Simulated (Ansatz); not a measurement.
A run of Ansatz 0.2.0:

input.yaml

```yaml
crystal:
  lattice:
    - [0.0, 1.813001, 1.813001]
    - [1.813001, 0.0, 1.813001]
    - [1.813001, 1.813001, 0.0]
  atoms:
    - { symbol: "N", position: [0.267683, 0.260674, 0.228735] }
    - { symbol: B, position: [-0.020629, 0.021681, 0.001649] }
kpoints:
  mp_grid: { grid: [13, 13, 13] }
scf:
  occupations: { method: fermi_dirac, width: 0.05 }
hamiltonian:
  xc: pbe
  pseudopotentials: { kind: all_electron, lapw: { basis_error: 0.001 } }
output:
  forces: true
  stress: true
  eigenvalues: true
  populations: true
```

Potentials or basis: all-electron LAPW, scalar-relativistic.

Command:

```sh
$ ansatz run input.yaml --threads 1 --pin off --max-ram 3072MiB --backend cpu --events-out ev --progress --plain --runs-dir out
```

Hardware: 1 thread of AMD EPYC 7R43 64-Core Processor (Zen 3), on a shared host.

Question: How long does it take, and how much memory?

Answer: Wall time 2.2 min on 1 thread of AMD EPYC 7R43 64-Core Processor (Zen 3) (shared host), peak memory 1 GiB. Counts: scf iterations 7, plane waves 307, k points 1099, bands 10.
